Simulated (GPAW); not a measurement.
# Ti (P6_3/mmc) in GPAW: a series of runs

The runs below take Ti through relaxation of cell and atoms, with PBEsol.

Everything below comes from runs of GPAW 26.7.0. Logs are shortened: lines on timing, memory, paths and dates and some standing lists are left out, and cuts for length are marked. The log counts tension as positive stress, the text compression.

### Step 1. Starting point

It takes space group P6_3/mmc (No. 194, hexagonal). The conventional cell has a = 2.950 Å, b = 2.950 Å, c = 4.680 Å, α = 90.00°, β = 90.00°, γ = 120.00°. Ti (site symmetry -6m2) has 12 Ti at 2.89 to 2.95 Å as nearest neighbours.

### Step 2. Relaxation of cell and atoms, PBEsol, target pressure 10 GPa, at which the enthalpy is minimised

Input file run.py:

```python
from ase import Atoms
from ase.filters import FrechetCellFilter
from ase.io import write
from ase.optimize import BFGS
from ase.units import GPa
from gpaw import GPAW, PW, setup_paths

setup_paths.insert(0, '.')

atoms = Atoms(['Ti', 'Ti'],
              cell=[[2.95, 0.0, 0.0],
                    [-1.475, 2.5547749412, 0.0],
                    [0.0, 0.0, 4.68]],
              scaled_positions=[[0.6666666667, 0.3333333333, 0.75],
                                [0.3333333333, 0.6666666667, 0.25]],
              pbc=True)

calc = GPAW(mode=PW(600),
            xc='PBEsol',
            kpts={'size': (8, 8, 4), 'gamma': True},
            occupations={'name': 'fermi-dirac', 'width': 0.05},
            nbands=24,
            convergence={'density': 1e-05, 'forces': 0.0001},
            maxiter=150,
            txt='gpaw.txt')
atoms.calc = calc
opt = BFGS(FrechetCellFilter(atoms, scalar_pressure=10 * GPa), trajectory='relax.traj', logfile='-')
done = opt.run(fmax=0.02, steps=60)
calc.write('gs.gpw')
write('result.traj', atoms)
print('Converged:', done)
print('Cell:', atoms.cell.cellpar().round(4))
print('Volume:', round(atoms.get_volume(), 4))
print(atoms.get_scaled_positions().round(5))
```

Potentials or basis: PAW data sets generated in the run's folder for this functional, pw.

On the command line:

```
> gpaw-setup -f PBEsol Ti
> OMP_NUM_THREADS=1 python run.py
```

gpaw.txt:

```text
__  _  _
 | _ |_)|_||  |
 |__||  | ||/\| - 26.7.0

Input parameters:
  mode=PW(ecut=600.0),
  convergence={'density': 1e-05, 'forces': 0.0001},
  kpts=MonkhorstPack(size=(8, 8, 4), gamma=True),
  maxiter=150,
  nbands=24,
  occupations=Occupations(name='fermi-dirac', width=0.05),
  xc=XC(name='PBEsol')

Diagonalizing LCAO Hamiltonian
Converting LCAO to pw mode

          Ti

        Ti

Atoms  # Å, Bohr magnetons
|   | symbol |         x |        y |        z |    initial magnetic moments |
|---|--------|-----------|----------|----------|-----------------------------|
| 0 |     Ti |  1.475000 | 0.851592 | 3.510000 | ( 0.0000,  0.0000,  0.0000) |
| 1 |     Ti | -0.000000 | 1.703183 | 1.170000 | ( 0.0000,  0.0000,  0.0000) |

Unit cell  # Å
| periodic |         x |        y |        z |  lengths |     angles |
|----------|-----------|----------|----------|----------|------------|
|      yes |  2.950000 | 0.000000 | 0.000000 | 2.950000 |  90.000000 |
|      yes | -1.475000 | 2.554775 | 0.000000 | 2.950000 |  90.000000 |
|      yes |  0.000000 | 0.000000 | 4.680000 | 4.680000 | 120.000000 |

Number of symmetries: 12
Symmetry operations  # r_c * U_cc + t_c -> r_c
|    | kind |            matrix            |
|----|------|------------------------------|
|  0 |  σ   |  1, 1, 0,  0,-1, 0,  0, 0, 1 |
|  1 |  S6  |  1, 1, 0, -1, 0, 0,  0, 0,-1 |
|  2 |  E   |  1, 0, 0,  0, 1, 0,  0, 0, 1 |
|  3 |  C2  |  1, 0, 0, -1,-1, 0,  0, 0,-1 |
|  4 |  C2  |  0, 1, 0,  1, 0, 0,  0, 0,-1 |
|  5 |  C3  |  0, 1, 0, -1,-1, 0,  0, 0, 1 |
|  6 |  S6  |  0,-1, 0,  1, 1, 0,  0, 0,-1 |
|  7 |  σ   |  0,-1, 0, -1, 0, 0,  0, 0, 1 |
|  8 |  σ   | -1, 0, 0,  1, 1, 0,  0, 0, 1 |
|  9 |  i   | -1, 0, 0,  0,-1, 0,  0, 0,-1 |
| 10 |  C3  | -1,-1, 0,  1, 0, 0,  0, 0, 1 |
| 11 |  C2  | -1,-1, 0,  0, 1, 0,  0, 0,-1 |
[... 110 lines left out ...]
SCF iterations
|iter     | |      energy | eigst |  dens |force |
|---------|-|-------------|-------|-------|------|
|iter:   1| |  -14.857862 | -0.10 |       |      |
|iter:   2| |  -14.736050 | -2.52 | -1.21 |      |
|iter:   3| |  -14.328325 | -1.29 | -1.26 |      |
|iter:   4| |  -14.331383 | -3.36 | -1.96 |      |
|iter:   5| |  -14.333175c| -3.71 | -2.29 |      |
|iter:   6| |  -14.333222c| -5.59 | -3.34 |      |
|iter:   7| |  -14.333231c| -6.31 | -3.80 |      |
|iter:   8| |  -14.333231c| -8.13c| -4.69 |      |
|iter:   9| |  -14.333231c| -8.36c| -5.21c|      |
|iter:  10| |  -14.333231c| -8.62c| -5.61c|-3.29 |
|iter:  11| |  -14.333231c| -9.47c| -6.45c|-4.86c|

Converged in 11 steps
Energy contributions relative to reference atoms: (reference = -46395.495296)

Energy contributions:
  Kinetic:           7.655707
  Coulomb:          -8.087852
  Zero:              0.046948
  External:          0.000000
  Xc:              -13.942019
  Entropy:          -0.012030
  Spinorbit:         0.000000
  ----------------------------
  Free energy:     -14.339246
  Extrapolated:    -14.333231

dipole moment: (0.000000, 0.000000, 0.000000)  # |e|*Ang
[... 44 lines left out ...]
          Ti

        Ti

Atoms  # Å, Bohr magnetons
|   | symbol |         x |        y |        z |    initial magnetic moments |
|---|--------|-----------|----------|----------|-----------------------------|
| 0 |     Ti |  1.456432 | 0.840871 | 3.463400 | ( 0.0000,  0.0000,  0.0000) |
| 1 |     Ti | -0.000000 | 1.681743 | 1.154467 | ( 0.0000,  0.0000,  0.0000) |

Unit cell  # Å
| periodic |         x |        y |        z |  lengths |     angles |
|----------|-----------|----------|----------|----------|------------|
|      yes |  2.912864 | 0.000000 | 0.000000 | 2.912864 |  90.000000 |
|      yes | -1.456432 | 2.522614 | 0.000000 | 2.912864 |  90.000000 |
|      yes |  0.000000 | 0.000000 | 4.617867 | 4.617867 | 120.000000 |

Number of symmetries: 12
Symmetry operations  # r_c * U_cc + t_c -> r_c
|    | kind |            matrix            |
|----|------|------------------------------|
|  0 |  σ   |  1, 1, 0,  0,-1, 0,  0, 0, 1 |
|  1 |  S6  |  1, 1, 0, -1, 0, 0,  0, 0,-1 |
|  2 |  E   |  1, 0, 0,  0, 1, 0,  0, 0, 1 |
|  3 |  C2  |  1, 0, 0, -1,-1, 0,  0, 0,-1 |
|  4 |  C2  |  0, 1, 0,  1, 0, 0,  0, 0,-1 |
|  5 |  C3  |  0, 1, 0, -1,-1, 0,  0, 0, 1 |
|  6 |  S6  |  0,-1, 0,  1, 1, 0,  0, 0,-1 |
|  7 |  σ   |  0,-1, 0, -1, 0, 0,  0, 0, 1 |
|  8 |  σ   | -1, 0, 0,  1, 1, 0,  0, 0, 1 |
|  9 |  i   | -1, 0, 0,  0,-1, 0,  0, 0,-1 |
| 10 |  C3  | -1,-1, 0,  1, 0, 0,  0, 0, 1 |
| 11 |  C2  | -1,-1, 0,  0, 1, 0,  0, 0,-1 |
[... 326 lines left out ...]
SCF iterations
|iter     | |      energy | eigst |  dens |force |
|---------|-|-------------|-------|-------|------|
|iter:   1| |  -14.772805 | +0.03 |       |      |
|iter:   2| |  -14.652401 | -2.28 | -1.26 |      |
|iter:   3| |  -14.246971 | -1.29 | -1.31 |      |
|iter:   4| |  -14.257145 | -3.64 | -2.15 |      |
|iter:   5| |  -14.261982 | -3.82 | -2.42 |      |
|iter:   6| |  -14.261990c| -6.34 | -3.56 |      |
|iter:   7| |  -14.261992c| -7.49c| -3.98 |      |
|iter:   8| |  -14.261992c| -7.79c| -4.95 |      |
|iter:   9| |  -14.261992c| -8.39c| -5.69c|      |
|iter:  10| |  -14.261992c| -8.89c| -6.06c|-3.63 |
|iter:  11| |  -14.261992c| -9.35c| -6.44c|-4.43c|

Converged in 11 steps
Energy contributions relative to reference atoms: (reference = -46395.495296)

Energy contributions:
  Kinetic:          19.309283
  Coulomb:         -16.329437
  Zero:              0.030527
  External:          0.000000
  Xc:              -17.267513
  Entropy:          -0.009705
  Spinorbit:         0.000000
  ----------------------------
  Free energy:     -14.266844
  Extrapolated:    -14.261992

dipole moment: (0.000000, 0.000000, 0.000000)  # |e|*Ang
[... 179 lines left out ...]
convergence criteria:
- Maximum integral of absolute [dens]ity change: 1e-05 electrons / valence electron
- Maximum change in the atomic [forces] across last 2 cycles: 0.0001 eV/Ang OR
Maximum error relative to the maximum force is below inf
- Maximum [total energy] change in last 3 cyles: 0.0005 eV / valence electron
- Maximum integral of absolute [eigenst]ate change: 4e-08 eV^2 / valence electron
maximum number of iterations: 150

SCF iterations
|iter     | |      energy | eigst |  dens |force |
|---------|-|-------------|-------|-------|------|
|iter:   1| |  -14.289660 | -1.59 |       |      |
|iter:   2| |  -14.288460 | -4.18 | -2.25 |      |
|iter:   3| |  -14.284646c| -3.36 | -2.30 |      |
|iter:   4| |  -14.284762c| -6.06 | -3.15 |      |
|iter:   5| |  -14.284809c| -5.77 | -3.42 |      |
|iter:   6| |  -14.284809c| -8.37c| -4.58 |      |
|iter:   7| |  -14.284809c| -8.17c| -4.97 |      |
|iter:   8| |  -14.284809c| -9.31c| -6.08c|      |
|iter:   9| |  -14.284809c|-10.00c| -6.58c|-4.94c|

Converged in 9 steps
Energy contributions relative to reference atoms: (reference = -46395.495296)

Energy contributions:
  Kinetic:          18.377566
  Coulomb:         -15.682572
  Zero:              0.032283
  External:          0.000000
  Xc:              -17.007236
  Entropy:          -0.009700
  Spinorbit:         0.000000
  ----------------------------
  Free energy:     -14.289659
  Extrapolated:    -14.284809

dipole moment: (0.000000, 0.000000, 0.000000)  # |e|*Ang

Fermi level: 9.739
Eigenvalues  # (at kpt = [0.000, 0.000, 0.000])
| band index |      eig [eV] | occ [0-2] |
|------------|---------------|-----------|
|          0 |       -46.702 |     2.000 |
|        ... |               |           |
|          2 |       -23.572 |     2.000 |
|          3 |       -22.659 |     2.000 |
|          4 |       -22.659 |     2.000 |
|          5 |       -22.535 |     2.000 |
|          6 |       -22.514 |     2.000 |
|          7 |       -22.514 |     2.000 |
[... 13 lines left out ...]
No gap
No difference between direct/indirect transitions

Stress tensor  # eV/Ang^3
|         x |         y |         z |
|-----------|-----------|-----------|
| -0.062709 |  0.000000 |  0.000000 |
|  0.000000 | -0.062709 |  0.000000 |
|  0.000000 |  0.000000 | -0.060110 |

Forces  # eV/Ang
|       x |       y |        z |
|---------|---------|----------|
| 0.00000 | 0.00000 |  0.00002 |  # Ti   0
| 0.00000 | 0.00000 | -0.00002 |  # Ti   1

Interpolating wave functions to new cell

          Ti

        Ti

Atoms  # Å, Bohr magnetons
|   | symbol |         x |        y |        z |    initial magnetic moments |
|---|--------|-----------|----------|----------|-----------------------------|
| 0 |     Ti |  1.414469 | 0.816644 | 3.353757 | ( 0.0000,  0.0000,  0.0000) |
| 1 |     Ti | -0.000000 | 1.633288 | 1.117920 | ( 0.0000,  0.0000,  0.0000) |

Unit cell  # Å
| periodic |         x |         y |        z |  lengths |     angles |
|----------|-----------|-----------|----------|----------|------------|
|      yes |  2.828937 | -0.000000 | 0.000000 | 2.828937 |  90.000000 |
|      yes | -1.414469 |  2.449931 | 0.000000 | 2.828937 |  90.000000 |
|      yes |  0.000000 |  0.000000 | 4.471677 | 4.471677 | 120.000000 |
[... 180 lines left out ...]
No gap
No difference between direct/indirect transitions

Stress tensor  # eV/Ang^3
|         x |         y |         z |
|-----------|-----------|-----------|
| -0.063173 |  0.000000 |  0.000000 |
|  0.000000 | -0.063173 |  0.000000 |
|  0.000000 |  0.000000 | -0.060889 |

Forces  # eV/Ang
|        x |       y |        z |
|----------|---------|----------|
| -0.00000 | 0.00000 | -0.00001 |  # Ti   0
|  0.00000 | 0.00000 |  0.00001 |  # Ti   1

Interpolating wave functions to new cell

          Ti

        Ti

Atoms  # Å, Bohr magnetons
|   | symbol |         x |        y |        z |    initial magnetic moments |
|---|--------|-----------|----------|----------|-----------------------------|
| 0 |     Ti |  1.414619 | 0.816731 | 3.351459 | ( 0.0000,  0.0000,  0.0000) |
| 1 |     Ti | -0.000000 | 1.633461 | 1.117154 | ( 0.0000,  0.0000,  0.0000) |

Unit cell  # Å
| periodic |         x |        y |         z |  lengths |     angles |
|----------|-----------|----------|-----------|----------|------------|
|      yes |  2.829238 | 0.000000 |  0.000000 | 2.829238 |  90.000000 |
|      yes | -1.414619 | 2.450192 | -0.000000 | 2.829238 |  90.000000 |
|      yes |  0.000000 | 0.000000 |  4.468613 | 4.468613 | 120.000000 |

Number of symmetries: 12
Symmetry operations  # r_c * U_cc + t_c -> r_c
|    | kind |            matrix            |
|----|------|------------------------------|
|  0 |  σ   |  1, 1, 0,  0,-1, 0,  0, 0, 1 |
|  1 |  S6  |  1, 1, 0, -1, 0, 0,  0, 0,-1 |
|  2 |  E   |  1, 0, 0,  0, 1, 0,  0, 0, 1 |
|  3 |  C2  |  1, 0, 0, -1,-1, 0,  0, 0,-1 |
|  4 |  C2  |  0, 1, 0,  1, 0, 0,  0, 0,-1 |
|  5 |  C3  |  0, 1, 0, -1,-1, 0,  0, 0, 1 |
|  6 |  S6  |  0,-1, 0,  1, 1, 0,  0, 0,-1 |
|  7 |  σ   |  0,-1, 0, -1, 0, 0,  0, 0, 1 |
|  8 |  σ   | -1, 0, 0,  1, 1, 0,  0, 0, 1 |
|  9 |  i   | -1, 0, 0,  0,-1, 0,  0, 0,-1 |
| 10 |  C3  | -1,-1, 0,  1, 0, 0,  0, 0, 1 |
| 11 |  C2  | -1,-1, 0,  0, 1, 0,  0, 0,-1 |
[... 167 lines left out ...]
Stress tensor  # eV/Ang^3
|         x |         y |         z |
|-----------|-----------|-----------|
| -0.063381 | -0.000000 |  0.000000 |
|  0.000000 | -0.063381 |  0.000000 |
|  0.000000 |  0.000000 | -0.061932 |

Forces  # eV/Ang
|        x |        y |        z |
|----------|----------|----------|
| -0.00000 |  0.00000 |  0.00003 |  # Ti   0
|  0.00000 | -0.00000 | -0.00003 |  # Ti   1

# Writing to gs.gpw (mode='')
```

It took 72 s on 1 thread of Arm Neoverse V2, shared host; peak memory 0.23 GiB.

What came out:

```
Free energy                                            : -14.2875 eV
Relaxed volume                                         : 15.49 Å³/atom
Relaxed cell                                           : a = 2.829 Å, b = 2.829 Å, c = 4.469 Å, α = 90.00°, β = 90.00°, γ = 120.00°
Space group after relaxing (to 0.05 Å)                 : P6_3/mmc (No. 194)
Energy change on relaxing (the enthalpy is what falls) : +25.3 meV/atom
Ionic steps                                            : 6
Pressure after relaxing                                : 10.1 GPa
Band gap on the k mesh                                 : none (metal or under the smearing width)
```

Step by step:
| step | energy change (eV) | largest force (eV/Å) | pressure (GPa) | volume (Å³) |
| --- | --- | --- | --- | --- |
| 1 | 0.0000 | 0.0000 | -6.41 | 35.27 |
| 2 | -0.0300 | 0.0000 | -2.30 | 33.93 |
| 3 | 0.0712 | 0.0000 | 11.54 | 30.70 |
| 4 | 0.0484 | 0.0000 | 9.91 | 31.01 |
| 5 | 0.0496 | 0.0000 | 10.00 | 30.99 |
| 6 | 0.0506 | 0.0000 | 10.08 | 30.98 |

Final structure:
```cif
data_structure
_symmetry_space_group_name_H-M 'P 1'
_symmetry_Int_Tables_number 1
_cell_length_a 2.8292
_cell_length_b 2.8292
_cell_length_c 4.4686
_cell_angle_alpha 90.000
_cell_angle_beta 90.000
_cell_angle_gamma 120.000
_cell_volume 30.98
loop_
_atom_site_label
_atom_site_type_symbol
_atom_site_fract_x
_atom_site_fract_y
_atom_site_fract_z
_atom_site_occupancy
Ti1 Ti 0.66667 0.33333 0.75000 1
Ti2 Ti 0.33333 0.66667 0.25000 1
```

Caveat: later steps reuse the first step's grids.

### Step 3. Relaxation of cell and atoms, PBEsol, target pressure 20 GPa, at which the enthalpy is minimised

Edit run.py of step 2 so:

```diff
@@ -26,3 +26,3 @@
 atoms.calc = calc
-opt = BFGS(FrechetCellFilter(atoms, scalar_pressure=10 * GPa), trajectory='relax.traj', logfile='-')
+opt = BFGS(FrechetCellFilter(atoms, scalar_pressure=20 * GPa), trajectory='relax.traj', logfile='-')
 done = opt.run(fmax=0.02, steps=60)
```

Potentials or basis: PAW data sets generated in the run's folder for this functional, pw.

On the command line:

```
> gpaw-setup -f PBEsol Ti
> OMP_NUM_THREADS=1 python run.py
```

Wall time 62 s (1 thread of Arm Neoverse V2, shared host); peak memory 0.21 GiB.

It converged, with:

```yaml
Free_energy: -14.1173 eV
Relaxed_volume: 14.63 Å³/atom
Relaxed_cell: a = 2.775 Å, b = 2.775 Å, c = 4.389 Å, α = 90.00°, β = 90.00°, γ = 120.00°
Space_group_after_relaxing_to_0.05_Å: P6_3/mmc (No. 194)
Energy_change_on_relaxing_the_enthalpy_is_what_falls: +110.5 meV/atom
Ionic_steps: 5
Pressure_after_relaxing: 20.0 GPa
Band_gap_on_the_k_mesh: none (metal or under the smearing width)
```

The path:
```tsv
step	energy change (eV)	largest force (eV/Å)	pressure (GPa)	volume (Å³)
1	0.0000	0.0000	-6.41	35.27
2	-0.0302	0.0000	0.52	33.14
3	0.2880	0.0000	23.17	28.79
4	0.2167	0.0000	19.78	29.30
5	0.2211	0.0000	20.00	29.26
```

Final structure:
```xyz
2
Lattice="2.7746 0.0000 0.0000 -1.3873 2.4029 0.0000 0.0000 0.0000 4.3889" Properties=species:S:1:pos:R:3 pbc="T T T"
Ti    1.3873    0.8010    3.2917
Ti    0.0000    1.6019    1.0972
```

Levels at points of the mesh, in eV from the Fermi level:
| k point | band 10 | band 11 | band 12 | band 13 | band 14 | band 15 |
| --- | --- | --- | --- | --- | --- | --- |
| (0.00, 0.00, 0.00) | -3.17 | 0.81 | 0.81 | 0.99 | 1.34 | 1.46 |
| (0.00, 0.00, 0.50) | -4.45 | 0.06 | 0.06 | 0.69 | 0.69 | 0.69 |
| (0.50, 0.50, 0.00) | -2.59 | -2.38 | -0.41 | 0.43 | 0.77 | 1.42 |
| (0.50, 0.50, 0.50) | -3.08 | -1.09 | -1.09 | 1.85 | 1.85 | 2.03 |

Caveat: later steps reuse the first step's grids; the volume moved by over 15 % at a fixed basis, so the end points are rough.

### Step 4. Relaxation of cell and atoms, PBEsol, target pressure 30 GPa, at which the enthalpy is minimised

Edit run.py of step 3 so:

```diff
@@ -26,3 +26,3 @@
 atoms.calc = calc
-opt = BFGS(FrechetCellFilter(atoms, scalar_pressure=20 * GPa), trajectory='relax.traj', logfile='-')
+opt = BFGS(FrechetCellFilter(atoms, scalar_pressure=30 * GPa), trajectory='relax.traj', logfile='-')
 done = opt.run(fmax=0.02, steps=60)
```

On the command line:

```
> gpaw-setup -f PBEsol Ti
> OMP_NUM_THREADS=1 python run.py
```

Wall time 62 s (1 thread of Arm Neoverse V2, shared host); peak memory 0.22 GiB.

It converged, with:

- Free energy: -13.8913 eV
- Relaxed volume: 13.93 Å³/atom
- Relaxed cell: a = 2.729 Å, b = 2.729 Å, c = 4.320 Å, α = 90.00°, β = 90.00°, γ = 120.00°
- Space group after relaxing (to 0.05 Å): P6_3/mmc (No. 194)
- Energy change on relaxing (the enthalpy is what falls): +223.9 meV/atom
- Ionic steps: 5
- Pressure after relaxing: 30.0 GPa
- Band gap on the k mesh: none (metal or under the smearing width)

Stress tensor (GPa, compression positive):
```
29.90  0.00  0.00
 0.00 29.90  0.00
 0.00  0.00 30.18
```

The path:
```csv
step,energy change (eV),largest force (eV/Å),pressure (GPa),volume (Å³)
1,0.0000,0.0000,-6.41,35.27
2,-0.0161,0.0000,3.59,32.37
3,0.5703,0.0000,34.77,27.28
4,0.4399,0.0000,29.68,27.91
5,0.4478,0.0000,29.99,27.87
```

Final structure:
```
Ti
1.0
     2.72910    0.00000    0.00000
    -1.36455    2.36347    0.00000
     0.00000    0.00000    4.32019
Ti
2
Direct
  0.66667 0.33333 0.75000
  0.33333 0.66667 0.25000
```

Levels at points of the mesh, in eV from the Fermi level:
```
           k point  band 9  band 10  band 11  band 12  band 13  band 14  band 15  band 16
(0.00, 0.00, 0.00)   -6.58    -3.31     0.81     0.81     1.01     1.51     1.51     1.55
(0.00, 0.00, 0.50)   -4.44    -4.44     0.06     0.06     0.69     0.69     0.69     0.69
(0.50, 0.50, 0.00)   -2.97    -2.65    -2.55    -0.29     0.42     0.82     1.50     4.35
(0.50, 0.50, 0.50)   -3.24    -3.24    -1.19    -1.19     2.06     2.06     2.13     2.13
```

Caveat: later steps reuse the first step's grids; the volume moved by over 15 % at a fixed basis, so the end points are rough.

### Step 5. Overview

| cell | target pressure | gap on the mesh (eV) | pressure (GPa) |
| --- | --- | --- | --- |
| relaxed to 10 GPa | 10 GPa | none | 10.1 |
| relaxed to 20 GPa | 20 GPa | none | 20.0 |
| relaxed to 30 GPa | 30 GPa | none | 30.0 |

Alike in all rows: task relaxation of cell and atoms; level PBEsol; potentials or basis PAW data sets generated in the run's folder for this functional, pw; no spin polarisation; k mesh 8 × 8 × 4; cutoff (eV) 600; smearing fermi-dirac 0.05 eV.

Caveats: later steps reuse the first step's grids; the volume moved by over 15 % at a fixed basis, so the end points are rough (some runs).

Absolute energies hang on the potentials; compare differences alone.
